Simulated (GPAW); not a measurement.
Runs of GPAW 26.7.0 on BaS. It takes space group Fm-3m (No. 225, cubic). The conventional cell has a = 6.388 Å, b = 6.388 Å, c = 6.388 Å, α = 90.00°, β = 90.00°, γ = 90.00°. Ba (site symmetry m-3m) is surrounded by 6 S at 3.19 Å. S (site symmetry m-3m) is surrounded by 6 Ba at 3.19 Å. 

```tsv
task	level	potentials or basis	spin	band path	band points	spin axis theta (degrees)	spin axis phi (degrees)	soc after scf	gap on the mesh (eV)	pressure (GPa)	V0 of scaled cells (Å³/atom)	B0 (GPa)
equation of state	optPBE-vdW	GPAW PAW data sets (gpaw-data 1.2.1), pw	off	-	-	-	-	-	-	-	33.60	43
band structure	revPBE	the program's PAW data sets (release 1.2.1) made for this functional, pw	SOC, no magnetisation	GXWKGLUWLK,UX	80	0	0	second variation	2.25	2.4	-	-
band structure	LDA	the program's PAW data sets (release 1.2.1) made for this functional, pw	SOC, no magnetisation	GXWKGLUWLK,UX	100	0	0	second variation	1.94	-2.1	-	-
equation of state	AM05	PAW data sets generated in the run's folder for this functional, pw	off	-	-	-	-	-	-	-	(a)	43
band structure	optPBE-vdW	GPAW PAW data sets (gpaw-data 1.2.1), pw	SOC, no magnetisation	GXWKGLUWLK,UX	100	90	45	second variation	(b)	-	-	-
```

Alike in all rows: cell as given; k mesh 7 × 7 × 7; cutoff (eV) 600; smearing fermi-dirac 0.05 eV.

**Question.** Estimate the missing entries.

**Answer.** (a) 32.53; (b) 2.17.

Caveats: spin-orbit coupling was added after a scalar SCF, so levels and gaps hold it while energy, forces, pressure and moments don't (some runs); this program's spin-orbit splittings come out too wide for heavy elements (some runs); the PAW data sets were made with another functional, which shifts forces and pressure a little (some runs).

A k mesh can miss the band edges, and rows without SOC leave out spin-orbit coupling on Ba.
